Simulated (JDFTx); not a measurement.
## MgS under changes of volume

One of the cells (22.740 Å³/atom); the others are scaled copies at fixed shape and fractional positions:

```
S Mg
1.0
     0.00000    2.83312    2.83312
     2.83312    0.00000    2.83312
     2.83312    2.83312    0.00000
S Mg
1 1
Direct
  0.25000 0.25000 0.25000
  0.00000 0.00000 0.00000
```

The cell comes from a database or a generator and needn't be the stable form of this composition.

* Program: JDFTx 1.7.0 (patched build)
* Functional: PBE
* Potentials or basis: PseudoDojo-SR-PBE-0.5-standard
* Cutoff: 1143 eV
* Density cutoff: 4572 eV
* k mesh: 8 × 8 × 8
* Occupations: fermi-dirac, width 0.05 eV
* Spin: no spin polarisation

| volume (Å³/atom) | energy over the lowest point (meV/atom) | pressure (GPa) | gap on the mesh (eV) |
| --- | --- | --- | --- |
| 21.376 | ? | ? | ? |
| 21.831 | 14.02 | 3.6 | 3.65 |
| 22.285 | 5.76 | 2.2 | 3.54 |
| 22.740 | 1.20 | 1.0 | 3.44 |
| 23.195 | 0.00 | -0.1 | 3.34 |
| 23.650 | 1.84 | -1.2 | 3.25 |
| 24.105 | 6.43 | -2.1 | 3.16 |

Task: What does the run at 21.376 Å³/atom give?

Result: Energy over the lowest point 26.39 meV/atom; pressure 5.1 GPa; gap on the mesh 3.75 eV.

Worked out: A Birch-Murnaghan fit of order 3 (a polynomial in V^(-2/3)) to the other rows has its minimum at 23.14 Å³/atom with B0 = V·E''(V) = 55 GPa and B' = 4.1. It gives 26.41 meV/atom at 21.376 Å³/atom, against the run's 26.39, and -dE/dV = 5.1 GPa, against 5.1. A straight line through the other rows of the gap, of slope -4.93 eV per unit of ln V (its deformation potential), extrapolates to 3.75 eV, against the run's 3.75.

Energies are extrapolated to zero smearing.

Caveats: the empty levels aren't tightly converged.

A mesh can miss the band edges.
